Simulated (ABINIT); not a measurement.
Wanted: the native input for an ABINIT 10.8.3 (patched build) run.

```
Task                : equation of state
Functional          : PBE
Potentials or basis : JTH PAW PBE v2.0
Cutoff              : 707 eV
k mesh              : 7 × 7 × 7
Occupations         : fermi-dirac, width 0.05 eV
Spin                : collinear spin, ferromagnetic start
Starting moments    : [2.0, 1.0] μB
Fine-grid cutoff    : 1306.15 eV
```

TiCo:

```xyz
2
Lattice="2.9861 0.0000 0.0000 0.0000 2.9861 0.0000 0.0000 0.0000 2.9861" Properties=species:S:1:pos:R:3 pbc="T T T"
Co    1.4931    1.4931    1.4931
Ti    0.0000    0.0000    0.0000
```

The cell comes from a database or a generator and needn't be the stable form of this composition.

One way to write it, as run:

run.abi

```
# Datasets: one volume each
ndtset 7
getwfk -1
scalecart1 3*0.9795861087
scalecart2 3*0.9864848297
scalecart3 3*0.9932883884
scalecart4 3*1.0000000000
scalecart5 3*1.0066227096
scalecart6 3*1.0131594038
scalecart7 3*1.0196128224

# Pseudopotentials
pp_dirpath "./"
pseudos "Co.GGA_PBE-JTH.xml, Ti.GGA_PBE-JTH.xml"

# Structure
acell 5.6429319488 5.6429319488 5.6429319488
rprim
     1.0000000000     0.0000000000     0.0000000000
     0.0000000000     1.0000000000     0.0000000000
     0.0000000000     0.0000000000     1.0000000000
ntypat 2
znucl 27 22
natom 2
typat 1 2
xred
     0.5000000000     0.5000000000     0.5000000000
     0.0000000000     0.0000000000     0.0000000000

# Plane-wave basis
ecut 26.0
pawecutdg 48.0
pawxcdev 0

# k points
kptopt 1
ngkpt 7 7 7
nshiftk 1
shiftk 0.0 0.0 0.0

# Exchange and correlation
ixc 11

# Bands and occupations
nband 20
occopt 3
tsmear 0.05 eV

# Spin
nsppol 2
spinat
     0.0000000000     0.0000000000     2.0000000000
     0.0000000000     0.0000000000     1.0000000000

# SCF cycle
nstep 100
tolvrs 1.0e-9

# Output
iomode 3
prtwf 1
prtden 0
prteig 0
prtebands 0
enunit 2
```

Potentials or basis: JTH PAW PBE v2.0.

Command:

```sh
$ abinit run.abi > log 2>&1
```

It gave:

The equilibrium volume is 13.31 Å³/atom. The bulk modulus is 169 GPa and the pressure derivative of the bulk modulus is 4.3.

Caveat: pressures at fixed basis lie under the slope of the energies.

It took 6.1 min on 1 thread of Arm Neoverse V1, on a shared host, peak memory 0.18 GiB.
